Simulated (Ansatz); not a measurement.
Tin, beta-Sn (white tin): convergence with the plane-wave cutoff

Computed with Ansatz, r²SCAN, scalar-relativistic PAW, on the relaxed cell (a = 5.896 Å, c = 3.178 Å (c/a = 0.539); spin not included). Errors count from a run at 500 eV on a Γ-centred 18×18×12 mesh with Fermi-Dirac smearing of 0.1 eV, extrapolated to zero width. Fixed here: mesh 11×11×8, Fermi-Dirac width 0.1 eV. The pressure holds a Pulay correction and is unreliable far below the recommended cutoff. The SCF starts from atomic densities corrected by a trained network.

```tsv
cutoff (eV)	E(σ→0) error (meV/atom)	P (GPa)	SCF iterations
150	41298.0	0.42	8
200	5319.4	2.48	7
250	536.7	0.87	6
300	34.8	0.04	7
350	0.3	0.02	7
420	-3.3	0.01	7
500	-4.4	0.00	7
600	-4.5	0.00	7
800	-5.7	0.00	6
```

Within 5 meV/atom of the last row: from 420 eV on.
